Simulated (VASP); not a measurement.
# Ba in VASP: a series of runs, part 2 of 2

VASP 6.6.1. The steps go on from the part before.

## (5) Single point, LDA

Input file INCAR:

```
SYSTEM = Ba
ADDGRID = .False.
ALGO = Normal
EDIFF = 1E-6
ENCUT = 450
GGA = CA
ISIF = 2
ISMEAR = -1
LASPH = .True.
LCHARG = .False.
LREAL = .False.
LWAVE = .False.
NBANDS = 11
NELM = 100
PREC = Accurate
SIGMA = 0.2
```

Input file KPOINTS:

```
k-points
0
Gamma
  12 12 12
  0 0 0
```

Input file POSCAR:

```
Ba
1.0
    4.3404360000      0.0427450000      0.0778240000
   -2.1332000000      3.6827230000     -0.0419260000
    0.0706370000     -0.0031590000      3.9204320000
Ba
1
Direct
    0.0107920000      0.0146870000     -0.0229320000
```

Potentials or basis: VASP PAW LDA potentials, release 64 (Ba_sv).

Launch:

```sh
$ cat potpaw_LDA.64/Ba_sv/POTCAR > POTCAR
$ mpirun -np 1 vasp_std > vasp.out
```

OUTCAR:

```text
SYSTEM = Ba
   EDIFF = 1E-6
   ENCUT = 450
   GGA = CA
   ISIF = 2
   ISMEAR = -1
   LASPH = .True.
   LREAL = .False.
   NELM = 100
   PREC = Accurate

 Found    868 irreducible k-points:

 Following reciprocal coordinates:
            Coordinates               Weight
  0.000000  0.000000  0.000000      1.000000
  0.083333  0.000000 -0.000000      2.000000
  0.166667 -0.000000  0.000000      2.000000
  0.250000  0.000000 -0.000000      2.000000
  0.333333  0.000000 -0.000000      2.000000
  0.416667 -0.000000 -0.000000      2.000000
   k-points           NKPTS =    868   k-points in BZ     NKDIM =    868   number of bands    NBANDS=     11
   number of dos      NEDOS =    301   number of ions     NIONS =      1
   total plane-waves  NPLWV =  25200
   dimension x,y,z NGX =    30 NGY =   30 NGZ =   28
   dimension x,y,z NGXF=    60 NGYF=   60 NGZF=   56
   ions per type =               1
   NGX,Y,Z   is equivalent  to a cutoff of  11.49, 11.72, 11.87 a.u.
   NGXF,Y,Z  is equivalent  to a cutoff of  22.98, 23.44, 23.74 a.u.
 SYSTEM =  Ba
   PREC   = accura    normal or accurate (medium, high low for compatibility)
   ISTART =      0    job   : 0-new  1-cont  2-samecut
   ICHARG =      2    charge: 1-file 2-atom 10-const
   ISPIN  =      1    spin polarized calculation?
   LNONCOLLINEAR =      F non collinear calculations
   LSORBIT =      F    spin-orbit coupling
[... 65 lines left out ...]
      6       1.4748      0.79086
      7       2.9716      0.00073
      8       3.2443      0.00019
      9       6.2388      0.00000
     10       6.3080      0.00000
     11       7.5504      0.00000
[... 57 lines left out ...]
 k-point     6 :       0.4167   -0.0000   -0.0000
  band No.  band energies     occupation
      1     -27.4979      2.00000
      2     -12.9413      2.00000
      3     -12.5671      2.00000
      4     -12.3324      2.00000
      5       0.3717      1.98777
      6       1.6779      0.38315
      7       2.4123      0.01197
      8       4.4543      0.00000
      9       5.7182      0.00000
     10       5.9468      0.00000
     11       7.2927      0.00000

 [... further k-points ...]

------------------------ aborting loop because EDIFF is reached ----------------------------------------

  FORCE on cell =-STRESS in cart. coord.  units (eV):
  Direction    XX          YY          ZZ          XY          YZ          ZX
  --------------------------------------------------------------------------------------
  -------------------------------------------------------------------------------------
  Total       -0.5847504     -0.5065297     -0.2170029     -0.0548265     -0.0023793      0.0539937
  in kB      -14.8701426    -12.8809975     -5.5183619     -1.3942321     -0.0605059      1.3730555
  external PRESSURE =     -11.0898340 kB  Pullay stress =       0.0000000 kB

 VOLUME and BASIS-vectors are now :
 -----------------------------------------------------------------------------
  energy-cutoff  :      450.00
  volume of cell :       63.00
      direct lattice vectors                 reciprocal lattice vectors
     4.340436000  0.042745000  0.077824000     0.229156949  0.132692299 -0.004021951
    -2.133200000  3.682723000 -0.041926000    -0.002663728  0.269998278  0.000265553
     0.070637000 -0.003159000  3.920432000    -0.004577452  0.000253366  0.255156610

 POSITION                                       TOTAL-FORCE (eV/Angst)
 -----------------------------------------------------------------------------------
      0.08453      0.05146      3.83075         0.000000      0.000000      0.000000
 -----------------------------------------------------------------------------------
    total drift:                               -0.000002     -0.000001     -0.000005

  FREE ENERGIE OF THE ION-ELECTRON SYSTEM (eV)
  ---------------------------------------------------
  free  energy   TOTEN  =        -2.1406434421 eV

  energy  without entropy=       -1.9060298936  energy(sigma->0) =       -2.02333667
```

OSZICAR:

```text
N       E                     dE             d eps       ncg     rms          rms(c)
DAV:   1     0.475181292999E+02    0.47518E+02   -0.39650E+03 19112   0.670E+02
DAV:   2     0.263458663853E+00   -0.47255E+02   -0.46068E+02 22591   0.133E+02
DAV:   3    -0.205733745736E+01   -0.23208E+01   -0.23002E+01 25357   0.290E+01
DAV:   4    -0.214601874560E+01   -0.88681E-01   -0.88502E-01 25304   0.515E+00
DAV:   5    -0.214815009675E+01   -0.21314E-02   -0.21310E-02 26510   0.653E-01    0.183E+00
DAV:   6    -0.214327842992E+01    0.48717E-02   -0.48459E-03 23160   0.590E-01    0.107E+00
DAV:   7    -0.214057596366E+01    0.27025E-02   -0.81172E-03 23170   0.771E-01    0.493E-02
DAV:   8    -0.214064115693E+01   -0.65193E-04   -0.41926E-04 29350   0.109E-01    0.164E-02
DAV:   9    -0.214064326540E+01   -0.21085E-05   -0.75245E-06 23027   0.212E-02    0.777E-03
DAV:  10    -0.214064344209E+01   -0.17669E-06   -0.18636E-06 16991   0.700E-03
   1 F= -.21406434E+01 E0= -.20233367E+01  d E =-.234614E+00
```

stdout:

```text
POSCAR found type information on POSCAR Ba
 POSCAR found :  1 types and       1 ions
 scaLAPACK will be used
 LDA part: xc-table for (Slater(with rela. corr.)+CA(PZ))
 , standard interpolation
 POSCAR, INCAR and KPOINTS ok, starting setup
 FFT: planning ... GRIDC
 FFT: planning ... GRID_SOFT
 FFT: planning ... GRID
 WAVECAR not read
 entering main loop
```

Wall time 2.2 min (1 thread of Intel Xeon 6975P-C (Granite Rapids), shared host); peak memory 0.54 GiB.

The run converged, but some of its settings lie outside the range that counts as converged, so its numbers aren't taken as properties of the crystal.

Results:

```
Free energy            : -2.1406 eV
Pressure               : -1.1 GPa
Band gap on the k mesh : none (metal or under the smearing width)
```

## (6) For comparison

An earlier run on the cell as given: functional PBE; potentials or basis VASP PAW PBE potentials, release 64 (Ba_sv); cutoff 520 eV; k mesh 7 × 7 × 7; occupations fermi-dirac, width 0.05 eV; no spin polarisation.

- Pressure: -0.1 GPa
- Band gap on the k mesh: none (metal or under the smearing width)
